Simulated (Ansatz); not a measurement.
**A trial form of Tl**

Theory: DFT PBE, scalar-relativistic, plane waves, PAW (Ansatz 0.2.0). Cutoff 420 eV, Gaussian smearing, Γ-centred meshes. Cell and atoms relax first on a coarse mesh and then on a finer one. In between, the cell is made exact in the group found at 0.06 Å. In metals the finer mesh still leaves noise of several meV/atom or more. The steps can't lower the symmetry of their start. No spin polarisation.

The cell of Tl is invented: random cell by space group and Wyckoff sites (Cmmm, No. 65). Lengths were set from tabulated atomic sizes, so they are only a guess.

```cif
data_structure
_symmetry_space_group_name_H-M 'Cmmm'
_symmetry_Int_Tables_number 65
_cell_length_a 4.0385
_cell_length_b 4.7361
_cell_length_c 2.9407
_cell_angle_alpha 90.000
_cell_angle_beta 90.000
_cell_angle_gamma 90.000
_cell_volume 56.25
loop_
_atom_site_label
_atom_site_type_symbol
_atom_site_symmetry_multiplicity
_atom_site_Wyckoff_symbol
_atom_site_fract_x
_atom_site_fract_y
_atom_site_fract_z
_atom_site_occupancy
Tl1 Tl 2 a 0.00000 0.00000 0.00000 1
```

Energies count from the standard state of Tl at the same level.

Question: What does it relax into?

Answer: The symmetry goes from Cmmm (No. 65) to P6/mmm (No. 191). The end has the simple hexagonal type. The volume per atom grows by 17.2 %, from 28.1 to 33.0 Å³. The shortest distance goes from 2.94 Å (Tl–Tl) to 3.27 Å (Tl–Tl). The energy falls by about 0.18 eV/atom (the start's value is from the coarse mesh). Conventional cell: a = 3.411 Å, c = 3.272 Å. Tl has 8 Tl at 3.27–3.41 Å.

```
Tl
1.0
     3.41065    0.00000    0.00000
    -1.70533    2.95371    0.00000
     0.00000    0.00000    3.27190
Tl
1
Direct
  0.00000 0.00000 0.00000
```

Question: How does it come out in energy, and is it a metal?

Answer: The energy over the standard state is +0.08 eV/atom and the gap on the 18×18×18 mesh of the 1-atom cell is 0 eV (a metal).

So it is a metastable form at best.

The last run used Gaussian smearing of 0.10 eV. Spin–orbit coupling, which can matter for Tl, is left out. A structure relaxed within its symmetry needn't be a true minimum.
